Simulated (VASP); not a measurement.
## CaB: density of states with LDA

Crystal: CaB.

```
Ca B
1.0
     3.99727   -0.03856   -0.02888
     2.05616   -6.02894   -0.04037
     0.04308   -0.02593   -6.00300
Ca B
4 4
Direct
  0.44924 0.10461 0.75620
  0.55457 0.88798 0.25450
  0.72924 0.54848 0.74701
  0.28861 0.45352 0.24473
  0.09818 0.81270 0.93728
  0.90483 0.19609 0.44462
  0.90257 0.19036 0.05797
  0.09311 0.80193 0.55821
```

The cell was built by a generator and needn't be a form met in nature.

```json
{
 "Program": "VASP 6.6.1",
 "Task": "density of states",
 "Functional": "LDA",
 "Potentials or basis": "VASP PAW LDA potentials, release 64 (Ca_sv, B)",
 "Cutoff": "520 eV",
 "k mesh": "5 × 3 × 3, shifted",
 "Occupations": "fermi-dirac, width 0.1 eV",
 "Spin": "no spin polarisation",
 "Dipole correction": "no",
 "k mesh for the DOS": "8 × 5 × 5",
 "Occupations for the DOS": "tetrahedron",
 "Further INCAR settings": "ALGO = Fast; EDIFF = 1e-07"
}
```

* Valence electrons inside the program's atomic spheres: Ca 8.22, 8.21; B 1.55, 1.54, 1.56

Levels at points of the mesh, in eV from the Fermi level:
```tsv
k point	band 24	band 25	band 26	band 27	band 28	band 29
(0.00, 0.00, 0.00)	-0.17	-0.10	0.44	0.65	0.84	1.43
(0.50, 0.00, 0.00)	-1.06	-0.25	-0.13	-0.11	0.40	1.27
```

States per cell in windows of 1 eV (zero at the Fermi level; states under -8 eV left out):
```csv
from (eV),total,B6_p,B5_p,B8_p,B7_p,Ca4_d,Ca3_d
-8.0,0.84,0.00,0.00,0.00,0.00,0.00,0.00
-7.0,2.06,0.01,0.01,0.01,0.01,0.01,0.01
-6.0,1.15,0.01,0.01,0.01,0.01,0.01,0.01
-5.0,2.16,0.02,0.03,0.02,0.03,0.01,0.01
-4.0,1.51,0.03,0.02,0.03,0.02,0.02,0.02
-3.0,1.56,0.06,0.07,0.07,0.07,0.02,0.02
-2.0,3.42,0.20,0.21,0.20,0.21,0.05,0.05
-1.0,7.53,0.50,0.50,0.51,0.50,0.18,0.18
0.0,3.46,0.20,0.19,0.18,0.19,0.17,0.16
1.0,3.75,0.11,0.10,0.10,0.10,0.32,0.32
2.0,2.56,0.06,0.06,0.06,0.06,0.21,0.20
3.0,0.04,0.00,0.00,0.00,0.00,0.00,0.00
4.0,0.00,0.00,0.00,0.00,0.00,0.00,0.00
```

Run time: 14 min on 1 thread of Intel(R) Xeon(R) Platinum 8488C (Sapphire Rapids), with other jobs on the host, peak memory 0.44 GiB.
